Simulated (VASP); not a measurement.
## Mg2Ge in VASP 6.6.1, single-point calculation

INCAR

```
ENCUT = 520
LCHARG = .FALSE.
EDIFF = 1E-7
PREC = Accurate
SIGMA = 0.02
LASPH = .TRUE.
GGA = PE
LREAL = .TRUE.
ISIF = 2
NBANDS = 16
LWAVE = .FALSE.
ISMEAR = -1
NSW = 0
NELM = 120
IBRION = -1
```

KPOINTS

```
KPOINTS created by Atomic Simulation Environment
0
Gamma
8 8 8
0 0 0
```

POSCAR

```
Ge Mg
 1.0000000000000000
     0.0000000000000000    3.2467632623000000    3.2467632623000000
     3.2467632623000000    0.0000000000000000    3.2467632623000000
     3.2467632623000000    3.2467632623000000    0.0000000000000000
 Ge  Mg
   1   2
Cartesian
  0.0000000000000000  0.0000000000000000  0.0000000000000000
  1.6233816311499998  1.6233816311499998  1.6233816311499998
  4.8701448934500000  4.8701448934500000  4.8701448934500000
```

The recommended PBE PAW datasets give the neutral cell 18 valence electrons.

Command

```
mpirun -np 1 vasp_std
```

OSZICAR

```
N       E                     dE             d eps       ncg     rms          rms(c)
DAV:   1     0.866256605461E+02    0.86626E+02   -0.87387E+03   984   0.181E+03
DAV:   2     0.310552023562E+01   -0.83520E+02   -0.80410E+02  1000   0.419E+02
DAV:   3    -0.848621506497E+01   -0.11592E+02   -0.11550E+02  1208   0.908E+01
DAV:   4    -0.882023122328E+01   -0.33402E+00   -0.33398E+00  1056   0.157E+01
DAV:   5    -0.882742273778E+01   -0.71915E-02   -0.71914E-02  1232   0.257E+00    0.317E+00
DAV:   6    -0.842227859907E+01    0.40514E+00   -0.47073E-01  1104   0.358E+00    0.163E+00
DAV:   7    -0.834489290727E+01    0.77386E-01   -0.24848E-01  1152   0.302E+00    0.548E-01
DAV:   8    -0.834596678968E+01   -0.10739E-02   -0.21077E-02  1176   0.207E+00    0.120E-01
DAV:   9    -0.834573441842E+01    0.23237E-03   -0.19597E-03  1224   0.724E-01    0.329E-02
DAV:  10    -0.834575600791E+01   -0.21589E-04   -0.99017E-05  1040   0.619E-02    0.112E-02
DAV:  11    -0.834576730264E+01   -0.11295E-04   -0.22533E-05   984   0.384E-02    0.433E-03
DAV:  12    -0.834576726146E+01    0.41179E-07   -0.22681E-06  1200   0.183E-02    0.138E-03
DAV:  13    -0.834576716558E+01    0.95882E-07   -0.22887E-07  1000   0.301E-03
   1 F= -.83457672E+01 E0= -.83457555E+01  d E =-.234110E-04
```

Standard output (part)

```
POSCAR found type information on POSCAR GeMg
 POSCAR found :  2 types and       3 ions
|     You have a (more or less) 'small supercell' and for smaller cells       |
|     it is recommended to use the reciprocal-space projection scheme!        |
|     The real-space optimization is not efficient for small cells and it     |
|     is also less accurate ...                                               |
|     Therefore, set LREAL=.FALSE. in the INCAR file.                         |
|     The real-space projection scheme for the treatment of the non-local     |
|     real-space optimization of all non-local projectors! BE WARNED that     |
|     a calculation using the real-space projection scheme together with      |
|     non-local projectors which were not real-space optimized (according     |
|     to the plane-wave cutoff used in this calculation) might give more      |
|     or less inaccurate results. I hope you know what you are doing.         |
 LDA part: xc-table for (Slater+PW92), standard interpolation
 POSCAR, INCAR and KPOINTS ok, starting setup
 WAVECAR not read
 entering main loop
```

From OUTCAR

```
k-points           NKPTS =     29   k-points in BZ     NKDIM =     29   number of bands    NBANDS=     16

   NELECT =      18.0000    total number of electrons

   dimension x,y,z NGX =    36 NGY =   36 NGZ =   36
   dimension x,y,z NGXF=    72 NGYF=   72 NGZF=   72

  energy-cutoff  :      520.00
  volume of cell :       68.45
      direct lattice vectors                 reciprocal lattice vectors
     0.000000000  3.246763262  3.246763262    -0.153999525  0.153999525  0.153999525
     3.246763262  0.000000000  3.246763262     0.153999525 -0.153999525  0.153999525
     3.246763262  3.246763262  0.000000000     0.153999525  0.153999525 -0.153999525

 k-points in reciprocal lattice and weights: KPOINTS created by Atomic Simulation Env
   0.00000000  0.00000000  0.00000000       0.002
   0.12500000  0.00000000  0.00000000       0.016
   0.25000000  0.00000000  0.00000000       0.016
   0.37500000  0.00000000  0.00000000       0.016
   0.50000000  0.00000000  0.00000000       0.008
   0.12500000  0.12500000  0.00000000       0.012
   0.25000000  0.12500000  0.00000000       0.047
   0.37500000  0.12500000  0.00000000       0.047
   ...

 E-fermi :   3.3200

 k-point     1 :       0.0000    0.0000    0.0000
  band No.  band energies     occupation
      1     -20.4871      2.00000
      2     -20.4871      2.00000
      3     -20.4871      2.00000
      4     -20.4714      2.00000
      5     -20.4714      2.00000
      6      -6.3061      2.00000
      7       3.2250      1.98292
      8       3.2250      1.98292
      9       3.2250      1.98292
     10       3.9834      0.00000
     11       5.9400      0.00000
     12       5.9400      0.00000
     13       5.9400      0.00000
     14       8.8902      0.00000
     15       9.2337      0.00000
     16       9.2337      0.00000

 k-point     2 :       0.1250    0.0000    0.0000
  band No.  band energies     occupation
      1     -20.4871      2.00000
      2     -20.4870      2.00000
      3     -20.4870      2.00000
      4     -20.4714      2.00000
      5     -20.4714      2.00000
      6      -6.1841      2.00000
      7       1.8711      2.00000
      8       3.0715      1.99999
      9       3.0715      1.99999
     10       4.6476      0.00000
     11       6.2079      0.00000
     12       6.2079      0.00000
     13       6.3310      0.00000
     14       8.4382      0.00000
     15       8.4382      0.00000
     16       9.4017      0.00000

 k-point     3 :       0.2500    0.0000    0.0000
  band No.  band energies     occupation
      1     -20.4870      2.00000
      2     -20.4866      2.00000
      3     -20.4866      2.00000
      4     -20.4713      2.00000
      5     -20.4713      2.00000
      6      -5.8444      2.00000
      7       0.2843      2.00000
      8       2.7912      2.00000
      9       2.7912      2.00000
     10       4.4179      0.00000
     11       6.3824      0.00000
     12       6.3824      0.00000
     13       7.7533      0.00000
     14       8.3811      0.00000
     15       8.3811      0.00000
     16       8.8674      0.00000

 ...

  Total       -0.6316250     -0.6316250     -0.6316250      0.0000000     -0.0000000      0.0000000
  in kB      -14.7838670    -14.7838670    -14.7838670      0.0000000     -0.0000000      0.0000000
  external PRESSURE =     -14.7838670 kB  Pullay stress =       0.0000000 kB

 POSITION                                       TOTAL-FORCE (eV/Angst)
 -----------------------------------------------------------------------------------
      0.00000      0.00000      0.00000        -0.000000     -0.000000     -0.000000
      1.62338      1.62338      1.62338         0.000000      0.000000      0.000000
      4.87014      4.87014      4.87014        -0.000000     -0.000000     -0.000000
 -----------------------------------------------------------------------------------
    total drift:                               -0.000000      0.000000      0.000000

  FREE ENERGIE OF THE ION-ELECTRON SYSTEM (eV)
  ---------------------------------------------------
  free  energy   TOTEN  =        -8.3457671656 eV

  energy  without entropy=       -8.3457437546  energy(sigma->0) =       -8.34575546
```

It converged. Results: gap between bands v and c on the k mesh 0.19 eV; least direct gap on the k mesh 0.76 eV; pressure -1.5 GPa. Band v is the last that the valence electrons fill when counted band by band, and c is the next.

For comparison, a separate PBE run of the intended cell, on usual settings and not on those above, gives a gap of 0.19 eV on its mesh and a pressure of -1.7 GPa.

The run above took about 32 s on one core of a shared host (Intel Xeon Platinum 8488C) and held 0.2 GiB at most.
